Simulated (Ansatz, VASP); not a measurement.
Rh: VASP beside Ansatz

```
Rh
1.0
     0.00000    1.90155    1.90155
     1.90155    0.00000    1.90155
     1.90155    1.90155    0.00000
Rh
1
Direct
  0.00000 0.00000 0.00000
```

Alike in both runs: task single point; functional PBE; dispersion D3(BJ); k mesh 8 × 8 × 8; occupations gaussian, width 0.1 eV; no spin polarisation.

|  | VASP | Ansatz |
| --- | --- | --- |
| version | VASP 6.6.1 | Ansatz 0.2.0 |
| potentials or method | VASP PAW PBE potentials, release 64 (Rh_pv) | scalar-relativistic, plane waves, PAW |
| plane-wave cutoff (eV) | 520 | 420 |
| valence electrons in the cell | 15 | 17 |

```csv
,VASP,Ansatz,Ansatz less VASP
gap on the k mesh at the Fermi level (eV),none,none,-
pressure (GPa),-1.2,-1.3,-0.05
```

A gap of «none» marks a metal or a gap that the smearing closes. The two sets of potentials don't hold the same shells in valence.

Caveats: pairwise dispersion overbinds metals, which lowers pressure and volume.
